The empty Zr 4d states of ZrO₂ lie above the filled O 2p band, and levels mix more readily the closer they are in energy. Naively, then, the top of the filled band should hold the most Zr 4d. The table shows the reverse: the 4d share of the total density is about 1 % in the highest filled row and more than a quarter near the bottom.

Density of states of fluorite ZrO₂ (cubic a = 5.116 Å, 3 atoms per cell), from Ansatz 0.2.0 with PBE, scalar-relativistic plane-wave PAW, no spin polarisation, cutoff 420 eV and k mesh 8×8×8 (12×12×12 for the density of states). Energies count from the Fermi level, placed at mid-gap. Values are tetrahedron averages over 0.2 eV bins; O 2p and Zr 4d are Löwdin projections summed over sites.

| energy (eV) | density of states total (states/eV/cell) | DOS O 2p (states/eV/cell) | DOS Zr 4d (states/eV/cell) |
| --- | --- | --- | --- |
| -7.95 | 0 | 0 | 0 |
| -7.55 | 0 | 0 | 0 |
| -7.15 | 0.35 | 0.23 | 0.09 |
| -6.75 | 0.89 | 0.6 | 0.24 |
| -6.35 | 3.55 | 2.46 | 0.98 |
| -5.95 | 2 | 1.41 | 0.54 |
| -5.55 | 3.36 | 2.57 | 0.64 |
| -5.15 | 1.96 | 1.58 | 0.27 |
| -4.75 | 2.25 | 1.86 | 0.25 |
| -4.35 | 1.11 | 0.91 | 0.12 |
| -3.95 | 2.06 | 1.74 | 0.21 |
| -3.55 | 2.24 | 1.92 | 0.23 |
| -3.15 | 2.32 | 2.01 | 0.23 |
| -2.75 | 3.78 | 3.38 | 0.29 |
| -2.35 | 3.14 | 2.92 | 0.14 |
| -1.95 | 0.72 | 0.69 | 0.01 |
| -1.55 | 0 | 0 | 0 |
| -1.15 | 0 | 0 | 0 |
| -0.75 | 0 | 0 | 0 |
| -0.35 | 0 | 0 | 0 |
| 0.05 | 0 | 0 | 0 |
| 0.45 | 0 | 0 | 0 |
| 0.85 | 0 | 0 | 0 |
| 1.25 | 0 | 0 | 0 |
| 1.65 | 0.02 | 0 | 0.02 |
| 2.05 | 1.11 | 0.05 | 1.05 |
| 2.45 | 5.3 | 0.79 | 4.36 |
| 2.85 | 3.71 | 0.31 | 3.36 |
| 3.25 | 0 | 0 | 0 |
| 3.65 | 0 | 0 | 0 |
| 4.05 | 0.1 | 0 | 0.08 |
| 4.45 | 3.38 | 0.21 | 2.5 |
| 4.85 | 1.93 | 0.25 | 1.3 |
| 5.25 | 2.05 | 0.36 | 1.26 |
| 5.65 | 2.86 | 0.67 | 1.92 |

**The bottom, −7.15 to −5.95 eV.** Here 26 to 28 % of the density is Zr 4d. If every filled state coupled equally strongly to the 4d level, the share at −6.35 eV would be about 0.4 times that at −2.35 eV; it is six times as large. The coupling must therefore differ from state to state. It depends on how the O 2p orbitals around a Zr atom point and on their relative signs: in some combinations their overlaps with a 4d orbital add up, in others they cancel.

A combination that couples strongly gains 4d weight and is also pushed down by the empty level above it. As far as this push sets the order, depth sorts the states by their coupling. For one O 2p level at energy Eₚ and one Zr 4d level at E_d, joined by a coupling t, a mixed state of energy E with amplitudes a on oxygen and b on zirconium obeys

(E − Eₚ) a = t b and (E − E_d) b = t a.

Multiplying the first equation by a and the second by b makes the right-hand sides equal, so that

b²/a² = (Eₚ − E)/(E_d − E).

The 4d weight relative to the 2p weight is the downward push divided by the distance to the 4d level. With Eₚ at the top of the filled band and E_d at 3.6 eV, the centre of the empty 4d density in the table, this gives a 4d share of 32 % at −6.35 eV. The calculation has 28 %. The closeness should not be overread, because 3.6 eV is only a stand-in for the 4d level before mixing. The table stops partway through the upper group of empty states, which makes this value too low, but the mixing itself has pushed the empty states up, which makes it too high.

**The middle, −5.55 to −3.15 eV.** The share drops steeply and then stays near 10 % from −4.75 to −3.15 eV. The two-level formula fails here: at −3.95 eV it gives 23 %, more than twice the computed value. It is too high in every filled row, and its rms error of 9.9 percentage points is larger than that of a constant share. The calculated bands show that a state can lie deep without any 4d. At the L point of the Brillouin zone, three of the six O 2p combinations change sign on inversion through a Zr atom. The 4d orbitals don't, so symmetry forbids the mixing. Even so, one of these three states lies about 2.5 eV below the band top. The likely cause is that neighbouring oxygen atoms also couple to each other, so only part of a state's depth is paid for with 4d weight.

A straight line allows for this in a rough way. Fitted to the 14 filled rows and forced through zero at the band top, it has a slope that rounds to a handy rule: **the Zr 4d share grows by 5 % of the total density for each eV below the top of the filled band.** The slope is an average over both kinds of coupling and measures no level distance.

The band top lies at −1.66 eV, counted like the table from the middle of the gap. The row at −6.35 eV is therefore 4.69 eV deep, and the rule gives a share of 23.5 %. Multiplied by the total density of 3.55 states/eV, that makes 0.83 states/eV of Zr 4d, against 0.98 in the table.

The row at −3.95 eV is 2.29 eV deep, which gives 11.5 % of 2.06, or 0.24 states/eV, against 0.21. Both rows were part of the fit, so they show how to use the rule and don't test it independently.

**The top, −2.75 to −1.95 eV.** The share falls from 8 % to about 1 %, and the density becomes almost pure O 2p. The states nearest the top are combinations whose overlaps with the 4d orbitals nearly cancel, so the empty 4d level hardly pushes them down. Being close to the empty states does not help them to mix.

Over the filled rows the rule has a typical (rms) error of 2.8 percentage points, where a single constant share would have 8.6. It smooths over the steep drop: at −5.95 eV it is 5.5 points too low, and at −4.75 eV 4 points too high, which is a large part of a share of only 11 %. The printed output below gives the error of each row.

**The gap and the empty states.** Above −1.66 eV the rule turns negative and loses its meaning. The group from 1.65 to 2.85 eV is mainly Zr 4d, with some O 2p mixed in. PBE is known to make such gaps too small, so the 4d level probably sits too close to the filled band and the computed mixing may be somewhat too strong.

For the filled band as a whole, row-by-row errors largely cancel: the rule gives 14 % Zr 4d, as do the listed bins, which are every second one of the calculation. Because the rule is a straight line, this overall share needs only the average depth of the filled states, multiplied by 5 % per eV. For another oxide with empty metal d states above a filled O 2p band, a similar rise of metal d character with depth is a reasonable first expectation, but the slope has to come from a calculation of that oxide.

Output of the analysis:

```
fit of share on 14 rows (vb): coefficient of depth 0.05077 +/- 0.0023; rms 0.0275, worst -5.95 -0.0521, leave-one-out rms 0.0304
  rows outside the fit (model, value, miss): -7.95 0.3194, 0, 0.319; -7.55 0.2991, 0, 0.299; -1.55 -0.005516, 0, -0.00552; -1.15 -0.02582, 0, -0.0258; -0.75 -0.04613, 0, -0.0461; -0.35 -0.06644, 0, -0.0664; 0.05 -0.08674, 0, -0.0867; 0.45 -0.107, 0, -0.107; 0.85 -0.1274, 0, -0.127; 1.25 -0.1477, 0, -0.148; 1.65 -0.168, 1, -1.17; 2.05 -0.1883, 0.9459, -1.13; 2.45 -0.2086, 0.8226, -1.03; 2.85 -0.2289, 0.9057, -1.13; 3.25 -0.2492, 0, -0.249; 3.65 -0.2695, 0, -0.27; 4.05 -0.2898, 0.8, -1.09; 4.45 -0.3101, 0.7396, -1.05; 4.85 -0.3304, 0.6736, -1; 5.25 -0.3507, 0.6146, -0.965; 5.65 -0.371, 0.6713, -1.04
energies of the filled rows, eV: -7.15, -6.75, -6.35, -5.95, -5.55, -5.15, -4.75, -4.35, -3.95, -3.55, -3.15, -2.75, -2.35, -1.95
computed Zr 4d share of the total density in these rows, percent: 25.71, 26.97, 27.61, 27, 19.05, 13.78, 11.11, 10.81, 10.19, 10.27, 9.914, 7.672, 4.459, 1.389
rounded rule less computed share in these rows, percentage points: 1.742, -1.51, -4.149, -5.543, 0.4091, 3.681, 4.346, 2.646, 1.263, -0.8111, -2.457, -2.215, -1.002, 0.06786
rms miss of the rounded rule, percentage points: 2.765
rms miss of one constant share for all filled rows, percentage points: 8.584
depth of row -6.35 below the band top, eV: 4.691
rule, Zr 4d share in row -6.35, percent: 23.46
rule times total density, Zr 4d density in row -6.35, states/eV/cell: 0.8327
depth of row -3.95 below the band top, eV: 2.291
rule, Zr 4d share in row -3.95, percent: 11.46
rule times total density, Zr 4d density in row -3.95, states/eV/cell: 0.236
centre of the listed empty Zr 4d density, eV: 3.638
unfitted Zr-O formula, Zr 4d share in the filled rows, percent: 33.73, 32.89, 31.96, 30.92, 29.75, 28.43, 26.93, 25.2, 23.19, 20.83, 18.01, 14.59, 10.35, 4.956
rms miss of the unfitted formula, percentage points: 9.863
computed share in row -6.35 over that in row -2.35: 6.192
the same ratio if all states coupled equally: 0.3594
states in the filled band from the listed bins, per cell: 11.89
Zr 4d share of the whole filled band, percent: 14.26
rule for the whole filled band, percent: 13.53
```
